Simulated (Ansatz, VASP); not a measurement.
Ag: VASP beside Ansatz

Contents of INCAR:

```
SYSTEM = Ag
PREC = Accurate
ENCUT = 520
EDIFF = 1E-6
ISMEAR = 0
SIGMA = 0.1
LREAL = .FALSE.
LASPH = .TRUE.
NELM = 80
ALGO = Fast
ISIF = 2
LWAVE = .FALSE.
LCHARG = .FALSE.
GGA = PE
NBANDS = 18
```

File KPOINTS:

```
Automatic mesh
0
G
  9 9 15
  0 0 0
```

Contents of POSCAR:

```
Ag
1.0
    3.8679383972      0.0000000000     -0.0039237692
    0.0000000000      3.8679403874      0.0000000000
   -1.9362566276      0.0000000000      2.2724057808
Ag
2
Direct
    0.0000000000      0.0000000000      0.0000000000
    0.5000000000      0.5000000000      0.0000000000
```

Input for Ansatz:

```yaml
crystal:
  lattice:
    - [3.8679383972, 0.0, -0.0039237692]
    - [0.0, 3.8679403874, 0.0]
    - [-1.9362566276, 0.0, 2.2724057808]
  atoms:
    - { symbol: Ag, position: [0.0, 0.0, 0.0] }
    - { symbol: Ag, position: [0.5, 0.5, 0.0] }
basis:
  ecutwfc: 420
kpoints:
  mp_grid: { grid: [9, 9, 15] }
hamiltonian:
  xc: pbe
scf:
  occupations: { method: gaussian, width: 0.1 }
output:
  forces: true
  stress: true
  eigenvalues: true
```

Change from the starting cell: band edges of the strained film's bulk.

Alike in both runs: task single point; functional PBE; k mesh 9 × 9 × 15; occupations gaussian, width 0.1 eV; no spin polarisation.

```csv
,VASP,Ansatz
version,VASP 6.6.1,Ansatz 0.2.0
potentials or method,"VASP PAW PBE potentials, release 64 (Ag)","scalar-relativistic, plane waves, PAW"
plane-wave cutoff (eV),520,420
valence electrons in the cell,22,38
```

VASP gave:

- gap on the k mesh at the Fermi level (eV): none
- pressure (GPa): 6.4
- largest component of the traceless stress (GPa): 6.39

**Question.** What did Ansatz give for the same quantities?

**Answer.** gap on the k mesh at the Fermi level (eV): none; pressure (GPa): 6.4; largest component of the traceless stress (GPa): 6.46.

A gap of «none» marks a metal or a gap that the smearing closes. With one functional, cell and mesh, what is left measures potentials, basis and numerics. The two sets of potentials don't hold the same shells in valence.
